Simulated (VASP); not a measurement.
# Ge (I4/mmm) in VASP: single point with PBE+D3(BJ)

Aim: the single point of Ge with PBE+D3(BJ).

All numbers are computed with VASP 6.6.1; they aren't measurements. Logs are shortened: lines on timing, memory, paths and dates and some standing lists are left out, and cuts for length are marked.

## (1) The cell of the first run

It takes space group I4/mmm (No. 139, tetragonal). Conventional cell: a = 2.968 Å, b = 2.968 Å, c = 4.071 Å, α = 90.00°, β = 90.00°, γ = 90.00°. Ge (site symmetry 4/mmm) has 12 Ge at 2.92 to 2.97 Å as nearest neighbours.

This isn't the form of Ge at room conditions, which is diamond.

## (2) Single point, PBE+D3(BJ) (strain +0.000 along x and y, -0.030 along z, atoms carried along)

INCAR reads:

```
ALGO = Fast
EDIFF = 1E-6
ENCUT = 520
GGA = PE
ISIF = 2
ISMEAR = 0
IVDW = 12
LASPH = True
LCHARG = True
LELF = True
LREAL = False
LVHAR = True
LWAVE = False
NBANDS = 13
NELM = 100
PREC = Accurate
SIGMA = 0.15
```

KPOINTS reads:

```
k-points
0
Gamma
  20 20 20
```

POSCAR reads:

```
Ge
1.0
    0.0000000000      2.0983605250      2.0354097092
    2.0983605250      0.0000000000      2.0354097092
    2.0983605250      2.0983605250      0.0000000000
Ge
1
Direct
    0.0000000000      0.0000000000      0.0000000000
```

Potentials or basis: VASP PAW PBE potentials, release 64 (Ge_d).

Started as:

```bash
> cat potpaw_PBE.64/Ge_d/POTCAR > POTCAR
> mpirun -np 1 vasp_std > vasp.out
```

OUTCAR:

```text
EDIFF = 1E-6
   ENCUT = 520
   GGA = PE
   ISIF = 2
   ISMEAR = 0
   IVDW = 12
   LASPH = True
   LREAL = False
   NELM = 100
   PREC = Accurate
 IVDW          = 12

 ion  position               nearest neighbor table
   1  0.000  0.000  0.000-

  LATTYP: Found a body centered tetragonal cell.
 ALAT       =     2.9675299132
 C/A-ratio  =     1.3717871555

  Lattice vectors:

 A1 = (   0.0000000000,  -2.0983605250,  -2.0354097092)
 A2 = (   0.0000000000,   2.0983605250,  -2.0354097092)
 A3 = (   2.0983605250,   0.0000000000,   2.0354097092)

Analysis of symmetry for initial positions (statically):
=====================================================================
 Subroutine PRICEL returns:
 Original cell was already a primitive cell.

 Routine SETGRP: Setting up the symmetry group for a
 body centered tetragonal supercell.

 Subroutine GETGRP returns: Found 16 space group operations
 (whereof 16 operations were pure point group operations)
 out of a pool of 16 trial point group operations.

The static configuration has the point symmetry D_4h.

Analysis of symmetry for dynamics (positions and initial velocities):
=====================================================================
 Subroutine PRICEL returns:
 Original cell was already a primitive cell.

 Routine SETGRP: Setting up the symmetry group for a
 body centered tetragonal supercell.

 Subroutine GETGRP returns: Found 16 space group operations
 (whereof 16 operations were pure point group operations)
 out of a pool of 16 trial point group operations.

The dynamic configuration has the point symmetry D_4h.

 Subroutine INISYM returns: Found 16 space group operations
 (whereof 16 operations are pure point group operations),
 and found     1 'primitive' translations

----------------------------------------------------------------------------------------

                                     Primitive cell

  volume of cell :      17.9243

  direct lattice vectors                    reciprocal lattice vectors
     0.000000000  2.098360525  2.035409709    -0.238281265  0.238281265  0.245650789
     2.098360525  0.000000000  2.035409709     0.238281265 -0.238281265  0.245650789
     2.098360525  2.098360525  0.000000000     0.238281265  0.238281265 -0.245650789

  length of vectors
     2.923355876  2.923355876  2.967529913     0.417013468  0.417013468  0.417013468

  position of ions in fractional coordinates (direct lattice)
     0.000000000  0.000000000  0.000000000

  ion indices of the primitive-cell ions
   primitive index   ion index
                 1           1

----------------------------------------------------------------------------------------

 KPOINTS: k-points

Automatic generation of k-mesh.
 Grid dimensions read from file:
 generate k-points for:   20   20   20

 Generating k-lattice:

  Cartesian coordinates                     Fractional coordinates (reciprocal lattice)
    -0.011914063  0.011914063  0.012282539     0.050000000  0.000000000  0.000000000
     0.011914063 -0.011914063  0.012282539     0.000000000  0.050000000  0.000000000
     0.011914063  0.011914063 -0.012282539     0.000000000  0.000000000  0.050000000

  Length of vectors
     0.020850673  0.020850673  0.020850673

  Shift w.r.t. Gamma in fractional coordinates (k-lattice)
     0.000000000  0.000000000  0.000000000

 Subroutine IBZKPT returns following result:
 ===========================================

 Found    641 irreducible k-points:

 Following reciprocal coordinates:
            Coordinates               Weight
  0.000000  0.000000  0.000000      1.000000
  0.050000 -0.000000  0.000000      8.000000
  0.100000 -0.000000  0.000000      8.000000
  0.150000 -0.000000  0.000000      8.000000
  0.200000 -0.000000  0.000000      8.000000
  0.250000 -0.000000  0.000000      8.000000
[... 16 lines left out ...]
 -0.400000  0.050000  0.000000      8.000000
 -0.350000  0.050000  0.000000      8.000000
 [... further k-points ...]
   k-points           NKPTS =    641   k-points in BZ     NKDIM =    641   number of bands    NBANDS=     13
   number of dos      NEDOS =    301   number of ions     NIONS =      1
   total plane-waves  NPLWV =  13824
   dimension x,y,z NGX =    24 NGY =   24 NGZ =   24
   dimension x,y,z NGXF=    48 NGYF=   48 NGZF=   48
   ions per type =               1
   NGX,Y,Z   is equivalent  to a cutoff of  13.65, 13.65, 13.45 a.u.
   NGXF,Y,Z  is equivalent  to a cutoff of  27.30, 27.30, 26.89 a.u.
 SYSTEM =  unknown system
   PREC   = accura    normal or accurate (medium, high low for compatibility)
   ISTART =      0    job   : 0-new  1-cont  2-samecut
   ICHARG =      2    charge: 1-file 2-atom 10-const
   ISPIN  =      1    spin polarized calculation?
   LNONCOLLINEAR =      F non collinear calculations
   LSORBIT =      F    spin-orbit coupling
   LASPH  =      T    aspherical Exc in radial PAW
   ENCUT  =  520.0 eV  38.22 Ry    6.18 a.u.   5.44  5.44  5.52*2*pi/ulx,y,z
   NELM   =    100;   NELMIN=  2; NELMDL= -5     # of ELM steps
   EDIFF  = 0.1E-05   stopping-criterion for ELM
   LREAL  =      F    real-space projection
   EDIFFG = 0.1E-04   stopping-criterion for IOM
   NSW    =      0    number of steps for IOM
   IBRION =     -1    ionic relax: 0-MD 1-quasi-New 2-CG
   NFREE  =      0    steps in history (QN), initial steepest desc. (CG)
   ISIF   =      2    stress and relaxation
   ISYM   =      2    0-nonsym 1-usesym 2-fastsym
   POTIM  = 0.5000    time-step for ionic-motion
   TEBEG  =    0.0;   TEEND  =   0.0 temperature during run
   PSTRESS=    0.0 pullay stress
   NELECT =      14.0000    total number of electrons
   NUPDOWN=      -1.0000    fix difference up-down
   EMIN   =  10.00;   EMAX   =-10.00  energy-range for DOS
   EFERMI =   0.00;   METHOD = LEGACY
   ISMEAR =     0;   SIGMA  =   0.15  broadening in eV -4-tet -1-fermi 0-gaus
   EFERMI_NEDOS =   21; number of points for ismear=-14 and -15
   IALGO  =     68    algorithm
   IMIX   =      4    mixing-type and parameters
     AMIX     =   0.40;   BMIX     =  1.00
     AMIX_MAG =   1.60;   BMIX_MAG =  1.00
  volume/ion in A,a.u.               =      17.92       120.96
  Fermi-wavevector in a.u.,A,eV,Ry     =   1.507660  2.849065 30.926580  2.273040
  Thomas-Fermi vector in A             =   2.618217
   LORBIT       =      0    0 simple, 1 ext, 2 COOP (PROOUT), +10 PAW based schemes
   GGA     = PE    functional components
   LHFCALC =     F    Hartree Fock is set to
   AEXX    =    0.0000 exact exchange contribution
   IVDW    =    12    specifies the selected vdW correction
   LEPSILON=     F    determine dielectric tensor
   LRPA    =     F    only Hartree local field effects (RPA)
 non-spin polarized calculation
 RMM-DIIS sequential band-by-band and
 Gauss-broadening in eV      SIGMA  =   0.15
  energy-cutoff  :      520.00
  volume of cell :       17.92
 maximum number of plane-waves:       515
 NGX is ok and might be reduce to    24
   NGX = 11   NGY = 11   NGZ = 11

 number of electron      13.9999991 magnetization

 Free energy of the ion-electron system (eV)
  ---------------------------------------------------
  ext. energy  EPLUGINS =         0.00000000
  ---------------------------------------------------
  free energy    TOTEN  =        -4.15612078 eV

  energy without entropy =       -4.14987833  energy(sigma->0) =       -4.15299956

 E-fermi :   7.4433     XC(G=0): -11.5568

 val. band max:        7.4393267713   @ k =  -0.4000   0.0000   0.2500
 cond. band min:       7.4446655281   @ k =  -0.3500   0.2000   0.4500
 fundamental gap:      0.0053387567
 Fermi energy:         7.4432963540

 k-point     1 :       0.0000    0.0000    0.0000
  band No.  band energies     occupation
      1     -17.3861      2.00000
      2     -17.3861      2.00000
      3     -17.3732      2.00000
      4     -17.3322      2.00000
      5     -17.3156      2.00000
      6      -6.2508      2.00000
      7      16.8479      0.00000
      8      16.8947      0.00000
      9      16.8947      0.00000
     10      21.7220      0.00000
     11      21.7220      0.00000
     12      21.9616      0.00000
     13      22.6864      0.00000

 k-point     2 :       0.0500   -0.0000    0.0000
  band No.  band energies     occupation
      1     -17.3855      2.00000
      2     -17.3845      2.00000
      3     -17.3723      2.00000
      4     -17.3322      2.00000
      5     -17.3158      2.00000
      6      -6.1858      2.00000
      7      16.1521      0.00000
      8      16.7643      0.00000
      9      16.7667      0.00000
     10      21.1853      0.00000
     11      21.9260      0.00000
     12      22.0654      0.00000
     13      23.9231      0.00000

 k-point     3 :       0.1000   -0.0000    0.0000
  band No.  band energies     occupation
      1     -17.3842      2.00000
      2     -17.3802      2.00000
      3     -17.3695      2.00000
      4     -17.3316      2.00000
      5     -17.3164      2.00000
      6      -5.9906      2.00000
      7      14.5049      0.00000
      8      16.4362      0.00000
      9      16.5144      0.00000
     10      20.7017      0.00000
     11      22.4302      0.00000
     12      22.5534      0.00000
     13      25.4134      0.00000
[... 305 lines left out ...]
 k-point    23 :      -0.4000    0.0500    0.0000
  band No.  band energies     occupation
      1     -17.3855      2.00000
      2     -17.3799      2.00000
      3     -17.3688      2.00000
      4     -17.2759      2.00000
      5     -17.2758      2.00000
      6      -1.7950      2.00000
      7       3.1698      2.00000
      8      14.2031      0.00000
      9      14.5292      0.00000
     10      19.8068      0.00000
     11      20.3283      0.00000
     12      20.3624      0.00000
     13      23.8153      0.00000

 k-point    24 :      -0.3500    0.0500    0.0000
  band No.  band energies     occupation
      1     -17.3846      2.00000
      2     -17.3774      2.00000
      3     -17.3661      2.00000
      4     -17.2870      2.00000
      5     -17.2816      2.00000
      6      -2.7487      2.00000
      7       4.6813      2.00000
      8      14.1853      0.00000
      9      14.8474      0.00000
     10      20.2464      0.00000
     11      20.2994      0.00000
     12      20.5349      0.00000
     13      24.4214      0.00000

 [... further k-points ...]

------------------------ aborting loop because EDIFF is reached ----------------------------------------

 Edisp (eV)   -0.36918

 E8    (eV) :    -0.1630

  FORCE on cell =-STRESS in cart. coord.  units (eV):
  Direction    XX          YY          ZZ          XY          YZ          ZX
  --------------------------------------------------------------------------------------
  -------------------------------------------------------------------------------------
  Total       0.38330     0.38330     0.32584     0.00000    -0.00000    -0.00000
  in kB      34.26113    34.26113    29.12504     0.00000    -0.00000    -0.00000
  external pressure =       32.55 kB  Pullay stress =        0.00 kB

 VOLUME and BASIS-vectors are now :
 -----------------------------------------------------------------------------
  energy-cutoff  :      520.00
  volume of cell :       17.92
      direct lattice vectors                 reciprocal lattice vectors
     0.000000000  2.098360525  2.035409709    -0.238281265  0.238281265  0.245650789
     2.098360525  0.000000000  2.035409709     0.238281265 -0.238281265  0.245650789
     2.098360525  2.098360525  0.000000000     0.238281265  0.238281265 -0.245650789

 POSITION                                       TOTAL-FORCE (eV/Angst)
 -----------------------------------------------------------------------------------
      0.00000      0.00000      0.00000         0.000000      0.000000      0.000000
 -----------------------------------------------------------------------------------
    total drift:                               -0.000000      0.000000      0.000000

  FREE ENERGIE OF THE ION-ELECTRON SYSTEM (eV)
  ---------------------------------------------------
  free  energy   TOTEN  =        -4.5253025948 eV

  energy  without entropy=       -4.5190601397  energy(sigma->0) =       -4.52218137
```

It took 41 s on 1 thread of Intel Xeon 6975P-C (Granite Rapids), shared host; peak memory 0.26 GiB.

Results:

| Property | Result |
| --- | --- |
| Free energy | -4.5253 eV |
| Pressure | 3.3 GPa |
| Band gap on the k mesh | none (metal or under the smearing width) |
| Dispersion energy per atom | -0.369 eV |

Stress tensor (GPa, compression positive):
```
3.43 0.00 0.00
0.00 3.43 0.00
0.00 0.00 2.91
```

Caveat: pairwise dispersion overbinds metals, which lowers pressure and volume.
